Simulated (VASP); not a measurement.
TiO2 (Anatase): band structure with LDA

The system is TiO2 (Anatase).

```
Ti O
1.0
    -1.88605    1.88605    4.77950
     1.88605   -1.88605    4.77950
     1.88605    1.88605   -4.77950
Ti O
2 4
Cartesian
  0.0000 0.0000 0.0000
  0.0000 1.8860 2.3897
  0.0000 0.0000 1.9841
  0.0000 1.8860 4.3738
  0.0000 1.8860 0.4057
  0.0000 0.0000 7.5749
```

| Item | Value |
| --- | --- |
| Program | VASP 6.6.1 |
| Task | band structure |
| Functional | LDA |
| Potentials or basis | VASP PAW LDA potentials, release 64 (Ti_sv, O) |
| Cutoff | 520 eV |
| k mesh | 10 × 10 × 10 |
| Occupations | gaussian, width 0.03 eV |
| Spin | no spin polarisation |
| Further INCAR settings | ALGO = Fast; EDIFF = 1e-06; NBANDS = 33 |

```yaml
Pressure: -4.9 GPa
Largest_force: 0.095 eV/Å
Band_gap_on_the_k_mesh: 2.03 eV, indirect (least direct gap 2.36 eV)
Band_gap_along_the_path: 2.02 eV, indirect (least direct gap 2.36 eV)
```

Forces on the atoms (eV/Å):
```
Ti   0.000  0.000  0.000
Ti   0.000  0.000  0.000
O    0.000  0.000 -0.095
O    0.000  0.000 -0.095
O    0.000  0.000  0.095
O    0.000  0.000  0.095
```

Levels at the corners of the path, in eV from the valence-band top:
```tsv
point	band 22	band 23	band 24	band 25	band 26	band 27
Γ	-0.79	-0.48	-0.48	2.02	2.77	3.96
X	-2.12	-0.05	-0.05	3.26	3.26	3.77
X	-2.12	-0.05	-0.05	3.26	3.26	3.77
Y	-1.95	-0.09	-0.09	3.23	3.23	3.71
Y	-1.95	-0.09	-0.09	3.23	3.23	3.71
S	-0.95	-0.93	-0.83	3.15	3.43	3.52
S	-0.95	-0.93	-0.83	3.15	3.43	3.52
Γ	-0.79	-0.48	-0.48	2.02	2.77	3.96
Γ	-0.79	-0.48	-0.48	2.02	2.77	3.96
Z	-1.28	-0.12	-0.12	2.38	2.38	3.72
Z	-1.28	-0.12	-0.12	2.38	2.38	3.72
S1	-0.95	-0.93	-0.83	3.15	3.43	3.52
S1	-0.95	-0.93	-0.83	3.15	3.43	3.52
N	-0.99	-0.85	-0.66	3.17	3.51	3.51
N	-0.99	-0.85	-0.66	3.17	3.51	3.51
P	-1.64	-0.26	-0.26	3.52	3.52	3.54
P	-1.64	-0.26	-0.26	3.52	3.52	3.54
Y1	-1.95	-0.09	-0.09	3.23	3.23	3.71
Y1	-1.95	-0.09	-0.09	3.23	3.23	3.71
Z	-1.28	-0.12	-0.12	2.38	2.38	3.72
X	-2.12	-0.05	-0.05	3.26	3.26	3.77
P	-1.64	-0.26	-0.26	3.52	3.52	3.54
```

Wall time 8.3 min on 2 MPI ranks on Intel(R) Xeon(R) 6975P-C (Granite Rapids), on a shared host, peak memory 0.41 GiB a rank.
